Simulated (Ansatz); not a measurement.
# Localised basis functions on generalised stacking fault on (110) of a KCl-RbCl solid solution (80 atoms), part 3 of 3

Aim: test how closely localised support functions follow the reference on generalised stacking fault on (110) of a KCl-RbCl solid solution (80 atoms), and at what cost. A setting counts as converged where the r.m.s. difference of forces stays under 1 % of the r.m.s. force.

Ansatz 0.2.0; Kohn-Sham DFT, PBE, PAW (set soft_2), plane waves.

The cell: 13 Rb, 40 Cl and 27 K. The host structure and its lattice constant were typed by rule, without a check against the phase diagram.

So far. Step 5 (Support functions high): Forces differ from the reference by 0.023 meV/Å r.m.s., 0.0091 % of their size, well within a tolerance of 1 %. It took 4.3 min and 19 cycles; the reference's time can't be set against it, since the two runs asked for unlike analyses. Step 8 (With accuracy = "medium"): Forces differ from the reference by 0.001 meV/Å r.m.s., 3.0e-4 % of their size. The change had no effect here: energy, forces and cycles are those of the reference.

### 10. The reference in detail (continued)

Valence density in the ca plane at fractional y = 0.000, with atoms of Rb and Cl and K within 0.2 Å of it. It is the smooth field of the valence electrons, not physical close to the nuclei.

Values in e/Å³, 11 rows by 16 columns, each cell a mean:
```
0.3 0.0 0.1 0.1 1.3 3.6 0.4 0.1 0.1 0.7 1.8 0.8 0.1 0.1 0.2 2.5
1.4 0.2 0.8 0.4 0.3 1.1 0.2 0.3 0.2 0.5 1.8 0.6 0.1 0.1 0.3 3.3
1.6 0.5 1.2 1.0 0.1 0.1 0.2 1.2 1.0 0.1 0.4 0.2 0.6 0.8 0.1 0.8
0.6 0.3 1.3 0.9 0.1 0.1 0.2 1.1 1.2 0.1 0.0 0.1 1.2 1.2 0.2 0.0
0.1 0.1 0.4 0.2 0.4 0.9 0.2 0.7 0.7 0.1 0.3 0.1 0.9 1.3 0.2 0.1
0.0 0.0 0.1 0.1 1.1 1.8 0.4 0.1 0.1 0.5 1.7 0.5 0.2 0.3 0.1 1.1
0.9 0.1 0.3 0.1 0.8 1.7 0.4 0.1 0.1 0.7 1.8 0.9 0.1 0.1 0.3 3.4
2.6 0.3 1.3 0.7 0.2 0.4 0.2 0.7 0.5 0.3 1.1 0.4 0.2 0.3 0.2 2.1
1.5 0.4 1.1 1.0 0.1 0.0 0.2 1.2 1.1 0.1 0.1 0.1 1.0 1.2 0.2 0.2
0.1 0.2 1.0 0.5 0.1 0.2 0.2 1.2 1.1 0.1 0.1 0.1 1.1 1.2 0.2 0.0
0.0 0.0 0.1 0.1 0.9 2.3 0.2 0.3 0.3 0.3 1.0 0.2 0.5 0.8 0.1 0.2
```
Columns run along c (16.0 Å, from fractional 0.00 to 0.61 of the cell), rows up along a (7.3 Å). Atoms in or near the plane, at fractional coordinates: Cl at (0.10, 0.23), Cl at (0.10, 0.73), K at (0.20, 0.96), Cl at (0.30, 0.19), Rb at (0.20, 0.46), Cl at (0.30, 0.69), Rb at (0.40, 0.91), Cl at (0.50, 0.15), Rb at (0.40, 0.41), Cl at (0.50, 0.65), K at (0.60, 0.88), K at (0.60, 0.38).

Forces differ by site in this geometry: Cl atoms with 7 neighbours bear 0.83 eV/Å on average, against 0.23 eV/Å for those with 8. Mean Löwdin charges: Cl -0.70, K +0.76, Rb +0.80 e (they miss 0.44 % of the electrons, so they add up to more than the cell's charge).

### 11. Distances and neighbours

These statistics describe the geometry on which the runs were made.

Density 3.00 g/cm³, 24.80 Å³ an atom.

g(r), total and by pair (bins of 0.2 Å):

```
r (Å)  total  Cl-Cl   Cl-K  Cl-Rb   K-K  K-Rb  Rb-Rb
 2.60   0.07   0.00   0.20   0.00  0.00  0.00   0.00
 2.80   0.20   0.00   0.39   0.41  0.00  0.00   0.00
 3.00   0.00   0.00   0.00   0.00  0.00  0.00   0.00
 3.20   7.42   0.00  14.78  15.02  0.00  0.00   0.00
 3.40   0.00   0.00   0.00   0.00  0.00  0.00   0.00
 3.60   4.05   8.05   0.00   0.00  7.90  8.50   7.60
 3.80   0.05   0.14   0.00   0.00  0.00  0.16   0.00
 4.00   0.24   0.48   0.00   0.00  0.53  0.55   0.00
 4.20   0.11   0.16   0.04   0.00  0.12  0.25   0.51
 4.40   0.21   0.26   0.20   0.16  0.46  0.00   0.00
 4.60   0.00   0.00   0.00   0.00  0.00  0.00   0.00
 4.80   0.09   0.00   0.19   0.13  0.00  0.00   0.00
 5.00   0.00   0.00   0.00   0.00  0.00  0.00   0.00
 5.20   3.96   7.94   0.00   0.00  7.66  8.21   8.02
 5.40   0.04   0.10   0.00   0.00  0.07  0.07   0.00
 5.60   0.14   0.25   0.00   0.00  0.42  0.29   0.00
 5.80   0.30   0.15   0.49   0.40  0.13  0.07   0.28
 6.00   4.81   0.00   9.27  10.33  0.00  0.00   0.00
 6.20   0.95   0.00   2.12   1.46  0.00  0.00   0.00
 6.40   1.85   3.71   0.00   0.00  3.15  4.78   1.61
 6.60   0.00   0.00   0.00   0.00  0.00  0.00   0.00
 6.80   0.29   0.02   0.57   0.40  0.14  0.10   0.00
 7.00   0.20   0.14   0.37   0.18  0.05  0.09   0.00
 7.20   0.09   0.02   0.16   0.18  0.00  0.00   0.00
 7.40   1.02   2.03   0.00   0.00  2.41  1.25   3.82
 7.60   0.20   0.31   0.08   0.05  0.45  0.23   0.33
 7.80   0.24   0.36   0.13   0.15  0.36  0.37   0.00
```

Bonds by pair of elements; cutoffs follow the first minimum of g(r), held within bounds set by covalent radii, and pairs that aren't listed don't count as bonded:

| pair A-B | cutoff (Å) | bonds | mean length (Å) | spread (Å) | shortest (Å) | B about A | A about B |
| --- | --- | --- | --- | --- | --- | --- | --- |
| Cl-K | 3.62 | 210 | 3.17 | 0.08 | 2.69 | 5.25 | 7.78 |
| Cl-Rb | 3.62 | 102 | 3.17 | 0.065 | 2.70 | 2.55 | 7.85 |

How many atoms have how many bonded neighbours:

```
element  mean  7   8
     Cl   7.8  8  32
      K  7.78  6  21
     Rb  7.85  2  11
```

For some of the pairs, g(r) has its first main peak near 3.67 Å (Cl-Cl), 3.18 Å (Cl-K), 3.18 Å (Cl-Rb), 3.67 Å (K-K), 3.67 Å (K-Rb) and 3.68 Å (Rb-Rb). With the cutoffs above, 80 % of Cl atoms have 8, 78 % of K atoms have 8 and 85 % of Rb atoms have 8 bonded neighbours.

Local excerpt of 14 atoms (numbers count through the whole input) about Cl76, which bears the longest force; x, y, z are measured from there.

| atom | x | y | z | distance (Å) | bonds | Löwdin charge (e) | Fx | Fy | Fz (eV/Å) |
| --- | --- | --- | --- | --- | --- | --- | --- | --- | --- |
| Cl76 | 0.00 | 0.00 | 0.00 | 0.00 | 7 | -0.70 | 0.09 | 0.14 | -1.45 |
| Rb11 | -0.30 | 0.01 | 2.68 | 2.70 | 7 | 0.80 | -0.14 | 0.01 | 1.33 |
| Rb1 | 1.83 | -2.58 | -0.01 | 3.16 | 7 | 0.81 | 0.19 | -0.03 | -1.13 |
| K5 | 1.82 | 2.59 | -0.01 | 3.17 | 7 | 0.77 | 0.11 | 0.03 | -0.83 |
| K73 | 1.83 | -0.01 | -2.59 | 3.17 | 8 | 0.75 | 0.05 | 0.03 | -0.01 |
| K3 | -1.82 | -2.60 | 0.00 | 3.17 | 7 | 0.75 | 0.06 | 0.00 | -0.84 |
| K75 | -1.82 | 0.00 | -2.60 | 3.18 | 8 | 0.76 | -0.03 | 0.00 | 0.00 |
| K7 | -1.85 | 2.60 | -0.01 | 3.19 | 7 | 0.76 | 0.09 | 0.03 | -0.79 |
| Cl74 | -3.66 | 0.00 | 0.00 | 3.66 | 7 | -0.70 | 0.18 | 0.15 | -0.78 |
| Cl64 | 0.01 | -2.57 | -2.61 | 3.66 | 8 | -0.70 | -0.03 | 0.09 | -0.14 |
| Cl72 | 0.02 | 2.60 | -2.59 | 3.67 | 8 | -0.70 | 0.06 | -0.10 | 0.24 |
| Cl74 | 3.68 | 0.00 | 0.00 | 3.68 | 7 | -0.70 | 0.18 | 0.15 | -0.78 |
| Cl8 | 1.56 | 2.59 | 2.69 | 4.05 | 7 | -0.70 | -0.04 | 0.15 | 0.69 |
| Cl4 | 1.55 | -2.60 | 2.71 | 4.06 | 7 | -0.70 | 0.01 | -0.12 | 1.12 |

The column of bonds counts only the pairs Cl-K within 3.62 Å, Cl-Rb within 3.62 Å; other neighbours, such as metal atoms beside each other in a compound, aren't counted, and periodic images can show an atom twice.

### 12. What came out

```json
{
  "free energy per atom": "-1591.5032 eV/atom",
  "density": "3 g/cm³",
  "pressure": "5.439 GPa",
  "r.m.s. force component": "0.2549 eV/Å",
  "gap (highest filled to lowest empty level)": "5.513 eV",
  "wall time of the 5 DFT runs": "7.7 min"
}
```

**Reading.** Against plane waves at 420 eV, the forces differ by 0.28 meV/Å (0.11 %) with support functions medium, and by 0.023 meV/Å in the closest run (support functions high). Accuracy = "medium" had no effect here: forces stay within 0.002 meV/Å and the energy within 0.002 meV/atom. At 80 atoms the fastest of the runs at a preset level, support functions low, takes roughly 1.5 times the time of plane waves (whose run also made extra analyses, so the like-for-like ratio is larger), in 15 SCF cycles against 7. Differences between support functions and plane waves include what basis error the plane-wave run still has.

Between filled and empty levels lie 5.51 eV on the run's k-points; the mesh holds the band edges only if they fold onto it, so the gap at this level can be narrower or closed, while semilocal functionals tend to narrow gaps against experiment. Forces differ by site in this geometry: Cl atoms with 7 neighbours bear 0.83 eV/Å on average, against 0.23 eV/Å for those with 8. With the cutoffs above, 80 % of Cl atoms have 8, 78 % of K atoms have 8 and 85 % of Rb atoms have 8 bonded neighbours.

Caveats: The geometry was built by rule, was displaced at random and isn't relaxed at this level: its force components are 0.25 eV/Å r.m.s. The pressure of 5.4 GPa shows the cell to be compressed for this functional.

[Logs are printed without paths, hosts, clocks, repeated set-up lines and the standing remarks that a program may print on its own settings, such as how far it seeks lower states.]

[Hosts, paths, dates, database ids (printed as entryN), source tags and the programs' standing remarks are cut or masked in the printed files.]
